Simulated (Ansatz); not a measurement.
**Zn under changes of volume**

One of the cells (14.444 Å³/atom); the others are scaled copies at fixed shape and fractional positions:

```xyz
3
Lattice="2.2682 -1.3085 0.0000 2.2682 1.3085 0.0000 -1.5917 0.0000 7.3004" Properties=species:S:1:pos:R:3 pbc="T T T"
Zn    2.9969    0.0000    2.4420
Zn   -0.0523    0.0000    4.8584
Zn    0.0000    0.0000    0.0000
```

This isn't the form of Zn at room conditions, which is hcp.

- Program: Ansatz 0.2.0
- Functional: LDA
- Potentials or basis: all-electron LAPW, scalar-relativistic
- Cutoff: 256 eV (chosen from the basis error)
- Basis error allowed: 0.002 eV/atom
- k mesh: 12 × 12 × 4
- Occupations: fermi-dirac, width 0.05 eV
- Spin: no spin polarisation

```tsv
volume (Å³/atom)	energy over the lowest point (meV/atom)	pressure (GPa)	largest force (eV/Å)
13.578	0.00	0.3	0.011
13.867	1.41	-1.8	0.010
14.156	6.32	-3.6	0.009
14.444	?	?	?
14.733	24.90	-6.5	0.009
15.022	37.83	-7.7	0.009
15.311	52.77	-8.8	0.009
```

Problem. What does the run at 14.444 Å³/atom give?

Solution. Energy over the lowest point 14.28 meV/atom; pressure -5.2 GPa; largest force 0.009 eV/Å.

Worked out: A Birch-Murnaghan fit of order 3 (a polynomial in V^(-2/3)) to the other rows has its minimum at 13.62 Å³/atom with B0 = V·E''(V) = 103 GPa and B' = 5.5 at fixed shape and positions, which overstates the stiffness. It gives 14.27 meV/atom at 14.444 Å³/atom, against the run's 14.28, and -dE/dV = -5.2 GPa, against -5.2.

Energies are extrapolated to zero smearing.
